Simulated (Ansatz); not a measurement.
Runs of Ansatz 0.2.0 on Be. The structure is hexagonal, space group P6_3/mmc (No. 194). The conventional cell has a = 2.285 Å, b = 2.285 Å, c = 3.584 Å, α = 90.00°, β = 90.00°, γ = 120.00°. Be (site symmetry -6m2) is surrounded by 12 Be at 2.23 to 2.29 Å. 

| task | level | potentials or basis | spin | k mesh | cutoff (eV) | smearing | basis error allowed | mesh quality | gap on the mesh (eV) | pressure (GPa) |
| --- | --- | --- | --- | --- | --- | --- | --- | --- | --- | --- |
| band structure | PBEsol | all-electron LAPW, scalar-relativistic | off | 13 × 13 × 8 | 140 | fermi-dirac 0.05 eV | 0.001 eV/atom | not flagged | - | -3.9 |
| band structure | LDA | all-electron LAPW, scalar-relativistic | off | 13 × 13 × 8 | 141 | fermi-dirac 0.05 eV | 0.001 eV/atom | not flagged | - | -8.3 |
| band structure | PBEsol | all-electron LAPW, non-relativistic | off | 13 × 13 × 8 | 140 | fermi-dirac 0.05 eV | 0.001 eV/atom | not flagged | - | -3.9 |
| electron localisation function | r2SCAN+D3(BJ) | all-electron PAW datasets made for the crystal | collinear, ferromagnetic start | - | 220 | gaussian 0.1 eV | - | not flagged | none | -6.1 |
| single point | PBE | all-electron LAPW, scalar-relativistic | off | 13 × 13 × 8 | 140 | gaussian 0.1 eV | 0.001 eV/atom | not flagged | none | -2.8 |
| phonons | LDA | all-electron LAPW, scalar-relativistic | off | 10 × 10 × 6 | 156 | gaussian 0.05 eV | 0.001 eV/atom | coarse | none | - |
| single point | LDA | all-electron LAPW, scalar-relativistic | off | 13 × 13 × 8 | 141 | gaussian 0.05 eV | 0.001 eV/atom | not flagged | none | -8.3 |
| band structure | PBE | all-electron LAPW, scalar-relativistic | off | 13 × 13 × 8 | 140 | fermi-dirac 0.05 eV | 0.001 eV/atom | not flagged | - | -2.8 |
| single point | PBE | all-electron LAPW, scalar-relativistic | off | 8 × 8 × 5 | 109 | fermi-dirac 0.04 eV | 0.003 eV/atom | coarse | none | -2.9 |
| single point | PBE | all-electron LAPW, scalar-relativistic | off | 6 × 6 × 4 | 109 | fermi-dirac 0.04 eV | 0.003 eV/atom | coarse | none | (a) |
| single point | LDA+D4 | all-electron LAPW, scalar-relativistic | off | 13 × 13 × 8 | 141 | gaussian 0.1 eV | 0.001 eV/atom | not flagged | none | -10.4 |

Alike in all rows: cell as given.

**Question.** Estimate the missing entries.

**Answer.** (a) -2.5.

Caveats: some runs use coarse meshes; pairwise dispersion overbinds metals, which lowers pressure and volume (some runs); the k mesh is thin for a metal, which can move the energy by tens of meV per atom (some runs).

A k mesh can miss the band edges.

A gap of «none» marks a metal or a gap under the smearing width.

Not every run made on this cell is shown here.
